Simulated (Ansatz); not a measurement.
## InSb: pressure against volume

InSb, Fm-3m, a = 6.150 Å. This isn't the usual stable structure of the compound. Ansatz: PBE, PAW, 420 eV, Γ-centred 12×12×12 mesh on 2 atoms, Gaussian smearing 0.10 eV; no spin polarisation. Symmetry fixes shape and atoms, so the cell is only scaled; pressure is positive in compression.

```
V (Å³/atom) P (GPa)
     25.590     8.28
     26.463     5.61
     27.335     3.40
     28.208        ?
     29.080    -0.02
     29.952    -1.32
     30.825    -2.41
     31.988    -3.59
```

Q: Take V0 = 29.080 Å³/atom, count pressures from its P0 = -0.02 GPa, fit the third-order Birch–Murnaghan form to the other rows, and predict the missing pressure.

A: With the Eulerian strain f = ½[(V0/V)^(2/3) − 1] and y = (P − P0)/[3f(1 + 2f)^(5/2)], the form is the line y = B0 + 1.5 B0 (B0′ − 4) f. Rows (f, y): 0.04449, 50.3; 0.03244, 49.4; 0.02106, 48.8; -0.00975, 46.7; -0.01905, 46.1; -0.03078, 45.3. Means f = 0.006402, y = 47.767; Σ(Δf)² = 0.004635, ΣΔfΔy = 0.3055; the slope is their ratio. y = 47.34 + 65.92 f GPa, so B0 = 47.3 GPa and B0′ = 4 + 2 × (65.92)/(3 × 47.34) = 4.93. At V = 28.208, f = 0.01025, y = 48.02 and P = 1.53 GPa. The run gave 1.54 GPa, so the fit is 0.01 GPa too low, a small miss on the scale of the series.